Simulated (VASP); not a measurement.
Crystal: KBr.

```
CELL_PARAMETERS angstrom
0.00000 3.35045 3.35045
3.35045 0.00000 3.35045
3.35045 3.35045 0.00000
ATOMIC_POSITIONS crystal
K 0.00000 0.00000 0.00000
Br 0.50000 0.50000 0.50000
```

```yaml
Program: VASP 6.6.1
Task: relaxation of cell and atoms
Functional: LDA
Potentials_or_basis: VASP PAW LDA potentials, release 64 (K_sv, Br)
Cutoff: 600 eV
k_mesh: 6 × 6 × 6
Occupations: fermi-dirac, width 0.02 eV
Spin: no spin polarisation
```

At the start: pressure -2.1 GPa; volume 37.61 Å³/atom.

Q: Where does the relaxation end?

A: Over 4 steps the energy falls by 37.9 meV/atom and the volume is 32.46 Å³/atom (-13.7 %); space group Fm-3m (No. 225, to 0.05 Å).

Step by step:
```
step  energy change (eV)  largest force (eV/Å)  pressure (GPa)  volume (Å³)
   1              0.0000                0.0000           -2.06        75.22
   2             -0.0542                0.0000           -1.26        70.09
   3             -0.0755                0.0000           -0.17        65.57
   4             -0.0758                0.0000            0.02        64.93
```

Final structure:
```cif
data_structure
_symmetry_space_group_name_H-M 'P 1'
_symmetry_Int_Tables_number 1
_cell_length_a 4.5115
_cell_length_b 4.5115
_cell_length_c 4.5115
_cell_angle_alpha 60.000
_cell_angle_beta 60.000
_cell_angle_gamma 60.000
_cell_volume 64.93
loop_
_atom_site_label
_atom_site_type_symbol
_atom_site_fract_x
_atom_site_fract_y
_atom_site_fract_z
_atom_site_occupancy
K1 K 0.00000 0.00000 0.00000 1
Br1 Br 0.50000 0.50000 0.50000 1
```

Caveat: the volume moved by -14 % from the deposited cell, more than functionals usually miss.
